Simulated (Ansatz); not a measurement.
## C (P6/mmm), random displacements

The calculation used DFT r2SCAN, scalar-relativistic, plane waves, PAW in Ansatz 0.2.0. Cutoff 500 eV, Γ-centred 12×12×10 k-points, Gaussian smearing of 0.15 eV. No spin polarisation. Energies are free energies at this smearing, counted from the undisturbed cell; pressure is positive in compression.

The undisturbed cell (relaxed at this level; this form isn't the usual structure):

```yaml
crystal:
  lattice:
    - [4.82421, 0.00000, 0.00000]
    - [-2.41211, 4.17789, 0.00000]
    - [0.00000, 0.00000, 4.15465]
  atoms:
    - { symbol: C, position: [0.66667, 0.33333, 0.18394] }
    - { symbol: C, position: [0.33333, 0.66667, 0.18394] }
    - { symbol: C, position: [0.66667, 0.33333, 0.81606] }
    - { symbol: C, position: [0.33333, 0.66667, 0.81606] }
    - { symbol: C, position: [0.50000, 0.50000, 0.34073] }
    - { symbol: C, position: [0.00000, 0.50000, 0.34073] }
    - { symbol: C, position: [0.50000, 0.00000, 0.34073] }
    - { symbol: C, position: [0.50000, 0.50000, 0.65927] }
    - { symbol: C, position: [0.50000, 0.00000, 0.65927] }
    - { symbol: C, position: [0.00000, 0.50000, 0.65927] }
```

After a displacement of all atoms with no net shift and a strain of the cell, the run gives ΔE = 144.9 meV/atom; stress (xx, yy, zz, yz, xz, xy; compression positive) (1.29, 6.06, 37.14, -13.46, -2.92, -15.43) GPa.

```tsv
atom	Fx (eV/Å)	Fy	Fz
C1	3.301	-0.297	2.921
C2	0.021	0.665	2.975
C3	0.356	-0.739	-2.287
C4	-2.147	-2.109	-4.205
C5	-2.832	1.897	-1.364
C6	-0.251	-0.561	0.629
C7	0.142	-1.100	-4.950
C8	1.976	-0.948	2.349
C9	0.058	3.022	4.602
C10	-0.624	0.170	-0.669
```

(1) Which displacements (Å, in the unstrained cell) and strain were applied?

Results:

(1)
| atom | ux | uy | uz |
| --- | --- | --- | --- |
| C1 | -0.07 | 0.01 | -0.05 |
| C2 | 0.00 | 0.00 | -0.02 |
| C3 | -0.01 | 0.01 | 0.01 |
| C4 | 0.06 | 0.03 | 0.06 |
| C5 | 0.03 | -0.03 | -0.01 |
| C6 | 0.01 | 0.02 | -0.02 |
| C7 | -0.02 | 0.02 | 0.02 |
| C8 | -0.02 | 0.02 | -0.02 |
| C9 | -0.01 | -0.06 | -0.02 |
| C10 | 0.02 | -0.02 | 0.03 |
Strain (Voigt, engineering shear): (0.0043, -0.0077, -0.0216, 0.0489, 0.0095, 0.0642).

Cost: 1 run of about 8.2 core-minutes, on Arm Neoverse V1 (shared hosts).